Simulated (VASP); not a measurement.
# Li (Fm-3m) in VASP: a series of runs

One crystal, Li, is run at these levels: PBEsol; tasks: single point, relaxation of cell and atoms.

All numbers are computed with VASP 6.6.1; they aren't measurements. Logs are shortened: lines on timing, memory, paths and dates and some standing lists are left out, and cuts for length are marked.

### Step 1. The structure

The structure is cubic, space group Fm-3m (No. 225). Conventional cell: a = 4.318 Å, b = 4.318 Å, c = 4.318 Å, α = 90.00°, β = 90.00°, γ = 90.00°. Li (site symmetry m-3m) has 12 Li at 3.05 Å as nearest neighbours.

This isn't the form of Li at room conditions, which is bcc.

### Step 2. Single point, PBEsol

The input, INCAR:

```
PREC = Accurate ; ENCUT = 520
EDIFF = 1E-7 ; ISMEAR = 0
SIGMA = 0.1 ; LREAL = F
LASPH = T ; NELM = 100
ALGO = Normal ; ISIF = 2
LWAVE = F ; LCHARG = T
GGA = PS ; LELF = T
LVHAR = T ; NBANDS = 8
```

The input, KPOINTS:

```
regular mesh
0
Gamma
  16 16 16
```

The input, POSCAR:

```
Li
1.0
    0.0000000000      2.1590815222      2.1590815222
    2.1590815222      0.0000000000      2.1590815222
    2.1590815222      2.1590815222      0.0000000000
Li
1
Direct
    0.0000000000      0.0000000000      0.0000000000
```

Potentials or basis: VASP PAW PBE potentials, release 64 (Li_sv).

On the command line:

```sh
$ cat potpaw_PBE.64/Li_sv/POTCAR > POTCAR
$ mpirun -np 1 vasp_std > vasp.out
```

OUTCAR:

```text
PREC = Accurate
   ENCUT = 520
   EDIFF = 1E-7
   ISMEAR = 0
   LREAL = F
   LASPH = T
   NELM = 100
   ISIF = 2
   GGA = PS

 ion  position               nearest neighbor table
   1  0.000  0.000  0.000-

  LATTYP: Found a face centered cubic cell.
 ALAT       =     4.3181630444

  Lattice vectors:

 A1 = (   0.0000000000,   2.1590815222,   2.1590815222)
 A2 = (   2.1590815222,   0.0000000000,   2.1590815222)
 A3 = (   2.1590815222,   2.1590815222,   0.0000000000)

Analysis of symmetry for initial positions (statically):
=====================================================================
 Subroutine PRICEL returns:
 Original cell was already a primitive cell.

 Routine SETGRP: Setting up the symmetry group for a
 face centered cubic supercell.

 Subroutine GETGRP returns: Found 48 space group operations
 (whereof 48 operations were pure point group operations)
 out of a pool of 48 trial point group operations.

The static configuration has the point symmetry O_h .

Analysis of symmetry for dynamics (positions and initial velocities):
=====================================================================
 Subroutine PRICEL returns:
 Original cell was already a primitive cell.

 Routine SETGRP: Setting up the symmetry group for a
 face centered cubic supercell.

 Subroutine GETGRP returns: Found 48 space group operations
 (whereof 48 operations were pure point group operations)
 out of a pool of 48 trial point group operations.

The dynamic configuration has the point symmetry O_h .

 Subroutine INISYM returns: Found 48 space group operations
 (whereof 48 operations are pure point group operations),
 and found     1 'primitive' translations

----------------------------------------------------------------------------------------

                                     Primitive cell

  volume of cell :      20.1297

  direct lattice vectors                    reciprocal lattice vectors
     0.000000000  2.159081522  2.159081522    -0.231579954  0.231579954  0.231579954
     2.159081522  0.000000000  2.159081522     0.231579954 -0.231579954  0.231579954
     2.159081522  2.159081522  0.000000000     0.231579954  0.231579954 -0.231579954

  length of vectors
     3.053402371  3.053402371  3.053402371     0.401108247  0.401108247  0.401108247

  position of ions in fractional coordinates (direct lattice)
     0.000000000  0.000000000  0.000000000

  ion indices of the primitive-cell ions
   primitive index   ion index
                 1           1

----------------------------------------------------------------------------------------

 KPOINTS: regular mesh

Automatic generation of k-mesh.
 Grid dimensions read from file:
 generate k-points for:   16   16   16

 Generating k-lattice:

  Cartesian coordinates                     Fractional coordinates (reciprocal lattice)
    -0.014473747  0.014473747  0.014473747     0.062500000  0.000000000  0.000000000
     0.014473747 -0.014473747  0.014473747     0.000000000  0.062500000  0.000000000
     0.014473747  0.014473747 -0.014473747     0.000000000  0.000000000  0.062500000

  Length of vectors
     0.025069265  0.025069265  0.025069265

  Shift w.r.t. Gamma in fractional coordinates (k-lattice)
     0.000000000  0.000000000  0.000000000

 Subroutine IBZKPT returns following result:
 ===========================================

 Found    145 irreducible k-points:

 Following reciprocal coordinates:
            Coordinates               Weight
  0.000000  0.000000  0.000000      1.000000
  0.062500  0.000000  0.000000      8.000000
  0.125000  0.000000  0.000000      8.000000
  0.187500  0.000000  0.000000      8.000000
  0.250000  0.000000  0.000000      8.000000
  0.312500  0.000000  0.000000      8.000000
[... 16 lines left out ...]
 -0.125000  0.062500  0.000000     24.000000
 -0.062500  0.062500  0.000000     12.000000
 [... further k-points ...]
   k-points           NKPTS =    145   k-points in BZ     NKDIM =    145   number of bands    NBANDS=      8
   number of dos      NEDOS =    301   number of ions     NIONS =      1
   total plane-waves  NPLWV =  13824
   dimension x,y,z NGX =    24 NGY =   24 NGZ =   24
   dimension x,y,z NGXF=    48 NGYF=   48 NGZF=   48
   ions per type =               1
   NGX,Y,Z   is equivalent  to a cutoff of  13.07, 13.07, 13.07 a.u.
   NGXF,Y,Z  is equivalent  to a cutoff of  26.13, 26.13, 26.13 a.u.
 SYSTEM =  unknown system
   PREC   = accura    normal or accurate (medium, high low for compatibility)
   ISTART =      0    job   : 0-new  1-cont  2-samecut
   ICHARG =      2    charge: 1-file 2-atom 10-const
   ISPIN  =      1    spin polarized calculation?
   LNONCOLLINEAR =      F non collinear calculations
   LSORBIT =      F    spin-orbit coupling
   LASPH  =      T    aspherical Exc in radial PAW
   ENCUT  =  520.0 eV  38.22 Ry    6.18 a.u.   5.68  5.68  5.68*2*pi/ulx,y,z
   NELM   =    100;   NELMIN=  2; NELMDL= -5     # of ELM steps
   EDIFF  = 0.1E-06   stopping-criterion for ELM
   LREAL  =      F    real-space projection
   EDIFFG = 0.1E-05   stopping-criterion for IOM
   NSW    =      0    number of steps for IOM
   IBRION =     -1    ionic relax: 0-MD 1-quasi-New 2-CG
   NFREE  =      0    steps in history (QN), initial steepest desc. (CG)
   ISIF   =      2    stress and relaxation
   ISYM   =      2    0-nonsym 1-usesym 2-fastsym
   POTIM  = 0.5000    time-step for ionic-motion
   TEBEG  =    0.0;   TEEND  =   0.0 temperature during run
   PSTRESS=    0.0 pullay stress
   NELECT =       3.0000    total number of electrons
   NUPDOWN=      -1.0000    fix difference up-down
   EMIN   =  10.00;   EMAX   =-10.00  energy-range for DOS
   EFERMI =   0.00;   METHOD = LEGACY
   ISMEAR =     0;   SIGMA  =   0.10  broadening in eV -4-tet -1-fermi 0-gaus
   EFERMI_NEDOS =   21; number of points for ismear=-14 and -15
   IALGO  =     38    algorithm
   IMIX   =      4    mixing-type and parameters
     AMIX     =   0.40;   BMIX     =  1.00
     AMIX_MAG =   1.60;   BMIX_MAG =  1.00
  volume/ion in A,a.u.               =      20.13       135.84
  Fermi-wavevector in a.u.,A,eV,Ry     =   0.867966  1.640219 10.250161  0.753366
  Thomas-Fermi vector in A             =   1.986577
   LORBIT       =      0    0 simple, 1 ext, 2 COOP (PROOUT), +10 PAW based schemes
   GGA     = PS    functional components
   LHFCALC =     F    Hartree Fock is set to
   AEXX    =    0.0000 exact exchange contribution
   IVDW    =     0    specifies the selected vdW correction
   LEPSILON=     F    determine dielectric tensor
   LRPA    =     F    only Hartree local field effects (RPA)
 non-spin polarized calculation
 Gauss-broadening in eV      SIGMA  =   0.10
  energy-cutoff  :      520.00
  volume of cell :       20.13
 maximum number of plane-waves:       560
   NGX = 11   NGY = 11   NGZ = 11

 number of electron       2.9999995 magnetization

 Free energy of the ion-electron system (eV)
  ---------------------------------------------------
  ext. energy  EPLUGINS =         0.00000000
  ---------------------------------------------------
  free energy    TOTEN  =        -1.97027117 eV

  energy without entropy =       -1.96804323  energy(sigma->0) =       -1.96915720

 E-fermi :   0.6242     XC(G=0):  -7.0346

 val. band max:        0.5607362670   @ k =   0.4375   0.3750   0.0625
 cond. band min:       0.6252935535   @ k =   0.5000   0.0000   0.0000
 fundamental gap:      0.0645572865
 Fermi energy:         0.6241771137

 k-point     1 :       0.0000    0.0000    0.0000
  band No.  band energies     occupation
      1     -45.2540      2.00000
      2      -2.9178      2.00000
      3      15.0898      0.00000
      4      15.0898      0.00000
      5      15.0898      0.00000
      6      18.9449      0.00000
      7      18.9450      0.00000
      8      18.9450      0.00000

 k-point     2 :       0.0625    0.0000    0.0000
  band No.  band energies     occupation
      1     -45.2533      2.00000
      2      -2.8478      2.00000
      3      14.3001      0.00000
      4      14.9247      0.00000
      5      14.9247      0.00000
      6      18.2740      0.00000
      7      19.2350      0.00000
      8      19.2350      0.00000

 k-point     3 :       0.1250    0.0000    0.0000
  band No.  band energies     occupation
      1     -45.2512      2.00000
      2      -2.6380      2.00000
      3      12.5387      0.00000
      4      14.5551      0.00000
      5      14.5552      0.00000
      6      18.1798      0.00000
      7      19.8814      0.00000
      8      19.8814      0.00000

 k-point     4 :       0.1875    0.0000    0.0000
  band No.  band energies     occupation
      1     -45.2481      2.00000
      2      -2.2889      2.00000
      3      10.5712      0.00000
      4      14.1598      0.00000
      5      14.1599      0.00000
      6      18.4289      0.00000
      7      20.1103      0.00000
      8      20.1103      0.00000

 k-point     5 :       0.2500    0.0000    0.0000
  band No.  band energies     occupation
      1     -45.2443      2.00000
      2      -1.8023      2.00000
      3       8.6662      0.00000
      4      13.8288      0.00000
      5      13.8288      0.00000
      6      18.6647      0.00000
      7      19.4146      0.00000
      8      19.4146      0.00000
[... 177 lines left out ...]
 k-point    22 :      -0.1875    0.0625    0.0000
  band No.  band energies     occupation
      1     -45.2464      2.00000
      2      -2.0785      2.00000
      3       9.9369      0.00000
      4      12.9096      0.00000
      5      14.7327      0.00000
      6      18.3741      0.00000
      7      19.4299      0.00000
      8      19.7668      0.00000

 k-point    23 :      -0.1250    0.0625    0.0000
  band No.  band energies     occupation
      1     -45.2497      2.00000
      2      -2.4746      2.00000
      3      11.8715      0.00000
      4      13.3069      0.00000
      5      15.0495      0.00000
      6      18.1075      0.00000
      7      19.6054      0.00000
      8      20.5964      0.00000

 k-point    24 :      -0.0625    0.0625    0.0000
  band No.  band energies     occupation
      1     -45.2521      2.00000
      2      -2.7311      2.00000
      3      13.6336      0.00000
      4      13.8805      0.00000
      5      15.1610      0.00000
      6      17.9590      0.00000
      7      19.1963      0.00000
      8      20.3684      0.00000

 [... further k-points ...]

------------------------ aborting loop because EDIFF is reached ----------------------------------------

  FORCE on cell =-STRESS in cart. coord.  units (eV):
  Direction    XX          YY          ZZ          XY          YZ          ZX
  --------------------------------------------------------------------------------------
  -------------------------------------------------------------------------------------
  Total       -0.0068524     -0.0068524     -0.0068524      0.0000000      0.0000000      0.0000000
  in kB       -0.5453990     -0.5453990     -0.5453990      0.0000000      0.0000000      0.0000000
  external PRESSURE =      -0.5453990 kB  Pullay stress =       0.0000000 kB

 VOLUME and BASIS-vectors are now :
 -----------------------------------------------------------------------------
  energy-cutoff  :      520.00
  volume of cell :       20.13
      direct lattice vectors                 reciprocal lattice vectors
     0.000000000  2.159081522  2.159081522    -0.231579954  0.231579954  0.231579954
     2.159081522  0.000000000  2.159081522     0.231579954 -0.231579954  0.231579954
     2.159081522  2.159081522  0.000000000     0.231579954  0.231579954 -0.231579954

 POSITION                                       TOTAL-FORCE (eV/Angst)
 -----------------------------------------------------------------------------------
      0.00000      0.00000      0.00000         0.000000     -0.000000      0.000000
 -----------------------------------------------------------------------------------
    total drift:                               -0.000000      0.000000     -0.000000

  FREE ENERGIE OF THE ION-ELECTRON SYSTEM (eV)
  ---------------------------------------------------
  free  energy   TOTEN  =        -1.9702711680 eV

  energy  without entropy=       -1.9680432300  energy(sigma->0) =       -1.96915720
```

Run time: 11 s. Hardware: 1 thread of Intel Xeon Platinum 8488C (Sapphire Rapids), shared host; peak memory 0.13 GiB.

What came out:

```
Free energy            : -1.9703 eV
Band gap on the k mesh : none (metal or under the smearing width)
```

Caveat: the cutoff is under 1.25 times the usual one of these potentials, so pressure, stress and relaxed cells hold a basis-set (Pulay) error; the PAW data sets were made with another functional, which shifts forces and pressure a little.

### Step 3. Relaxation of cell and atoms, PBEsol

This run uses another cell than the first one, of 21.35 Å³/atom, 1.061 times its volume.

The input, INCAR:

```
  PREC = Accurate
  ENCUT = 600
  EDIFF = 1E-6
  ISMEAR = 0
  SIGMA = 0.1
  LREAL = F
  LASPH = T
  NELM = 100
  ALGO = Fast
  ISIF = 3
  LWAVE = F
  LCHARG = F
  GGA = PS
  IBRION = 2
  NSW = 100
  EDIFFG = -0.005
```

The input, KPOINTS:

```
Automatic mesh
0
Gamma
  16 16 16
```

The input, POSCAR:

```
Li
1.0
    0.0000000000      2.2020000000      2.2020000000
    2.2020000000      0.0000000000      2.2020000000
    2.2020000000      2.2020000000      0.0000000000
Li
1
Direct
    0.0000000000      0.0000000000      0.0000000000
```

Potentials or basis: VASP PAW PBE potentials, release 64 (Li_sv).

On the command line:

```sh
$ cat potpaw_PBE.64/Li_sv/POTCAR > POTCAR
$ mpirun -np 1 vasp_std > vasp.out
```

OUTCAR:

```text
PREC = Accurate
   ENCUT = 600
   EDIFF = 1E-6
   ISMEAR = 0
   LREAL = F
   LASPH = T
   NELM = 100
   ISIF = 3
   GGA = PS
   IBRION = 2
   NSW = 100
   EDIFFG = -0.005

 ion  position               nearest neighbor table
   1  0.000  0.000  0.000-

  LATTYP: Found a face centered cubic cell.
 ALAT       =     4.4040000000

  Lattice vectors:

 A1 = (   0.0000000000,   2.2020000000,   2.2020000000)
 A2 = (   2.2020000000,   0.0000000000,   2.2020000000)
 A3 = (   2.2020000000,   2.2020000000,   0.0000000000)

Analysis of symmetry for initial positions (statically):
=====================================================================
 Subroutine PRICEL returns:
 Original cell was already a primitive cell.

 Routine SETGRP: Setting up the symmetry group for a
 face centered cubic supercell.

 Subroutine GETGRP returns: Found 48 space group operations
 (whereof 48 operations were pure point group operations)
 out of a pool of 48 trial point group operations.

The static configuration has the point symmetry O_h .

Analysis of symmetry for dynamics (positions and initial velocities):
=====================================================================
 Subroutine PRICEL returns:
[... 167 lines left out ...]
  Total       -0.1039989     -0.1039989     -0.1039989      0.0000000      0.0000000     -0.0000000
  in kB       -7.8029254     -7.8029254     -7.8029254      0.0000000      0.0000000     -0.0000000
  external PRESSURE =      -7.8029254 kB  Pullay stress =       0.0000000 kB
[... 92 lines left out ...]
--------------------------------------- Ionic step        4  -------------------------------------------

 number of electron       3.0000000 magnetization

 Free energy of the ion-electron system (eV)
  ---------------------------------------------------
  ext. energy  EPLUGINS =         0.00000000
  ---------------------------------------------------
  free energy    TOTEN  =        -1.97225605 eV

  energy without entropy =       -1.97003552  energy(sigma->0) =       -1.97114578

 E-fermi :   0.6505     XC(G=0):  -7.0597

 val. band max:        0.6482771199   @ k =   0.5000   0.0000   0.0000
 cond. band min:       0.6812865042   @ k =   0.4375   0.3125   0.0000
 fundamental gap:      0.0330093842
 Fermi energy:         0.6504611075

 k-point     1 :       0.0000    0.0000    0.0000
  band No.  band energies     occupation
      1     -45.2063      2.00000
      2      -2.9066      2.00000
      3      15.2174      0.00000
      4      15.2174      0.00000
      5      15.2174      0.00000
[... 177 lines left out ...]
 k-point    24 :      -0.0625    0.0625    0.0000
  band No.  band energies     occupation
      1     -45.2042      2.00000
      2      -2.7190      2.00000
      3      13.7482      0.00000
      4      13.9994      0.00000
      5      15.2894      0.00000

 [... further k-points ...]

------------------------ aborting loop because EDIFF is reached ----------------------------------------

  FORCE on cell =-STRESS in cart. coord.  units (eV):
  Direction    XX          YY          ZZ          XY          YZ          ZX
  --------------------------------------------------------------------------------------
  -------------------------------------------------------------------------------------
  Total       -0.0013859     -0.0013859     -0.0013859      0.0000000      0.0000000      0.0000000
  in kB       -0.1114097     -0.1114097     -0.1114097      0.0000000      0.0000000      0.0000000
  external PRESSURE =      -0.1114097 kB  Pullay stress =       0.0000000 kB
[... 16 lines left out ...]
  FREE ENERGIE OF THE ION-ELECTRON SYSTEM (eV)
  ---------------------------------------------------
  free  energy   TOTEN  =        -1.9722560499 eV

  energy  without entropy=       -1.9700355161  energy(sigma->0) =       -1.97114578

 reached required accuracy - stopping structural energy minimisation
```

CONTCAR:

```text
Li
   1.00000000000000
     0.0000000000000000    2.1519130136739082    2.1519130136739082
     2.1519130136739082   -0.0000000000000000    2.1519130136739082
     2.1519130136739082    2.1519130136739082   -0.0000000000000000
  Li
     1
Direct
     1.0000000000000000    0.0000000000000000    0.0000000000000000

  0.00000000E+00  0.00000000E+00  0.00000000E+00
```

It took 42 s on 1 thread of Intel Xeon Platinum 8488C (Sapphire Rapids), shared host; peak memory 0.15 GiB.

What came out:

```yaml
Free_energy: -1.9723 eV
Relaxed_volume: 19.93 Å³/atom
Relaxed_cell: a = 3.043 Å, b = 3.043 Å, c = 3.043 Å, α = 60.00°, β = 60.00°, γ = 60.00°
Space_group_after_relaxing_to_0.05_Å: Fm-3m (No. 225)
Energy_gained_by_relaxing: 3.8 meV/atom
Ionic_steps: 4
Pressure_after_relaxing: 0.0 GPa
Band_gap_on_the_k_mesh: none (metal or under the smearing width)
```

The path:
| step | energy change (eV) | largest force (eV/Å) | pressure (GPa) | volume (Å³) |
| --- | --- | --- | --- | --- |
| 1 | 0.0000 | 0.0000 | -0.78 | 21.35 |
| 2 | -0.0015 | 0.0000 | -0.66 | 21.03 |
| 3 | -0.0038 | 0.0000 | -0.10 | 20.09 |
| 4 | -0.0038 | 0.0000 | -0.01 | 19.93 |

Final structure:
```
Li
1.0
     0.00000    2.15191    2.15191
     2.15191    0.00000    2.15191
     2.15191    2.15191    0.00000
Li
1
Direct
  0.00000 0.00000 0.00000
```

Levels at points of the mesh, in eV from the Fermi level:
```tsv
k point	band 1	band 2	band 3	band 4	band 5
(0.00, 0.00, 0.00)	-45.86	-3.56	14.57	14.57	14.57
(0.50, 0.00, 0.00)	-45.84	0.00	3.01	12.82	12.82
(0.50, 0.50, 0.00)	-45.83	1.56	4.79	8.56	8.56
```

Caveat: the cutoff is under 1.25 times the usual one of these potentials, so pressure, stress and relaxed cells hold a basis-set (Pulay) error; the PAW data sets were made with another functional, which shifts forces and pressure a little.
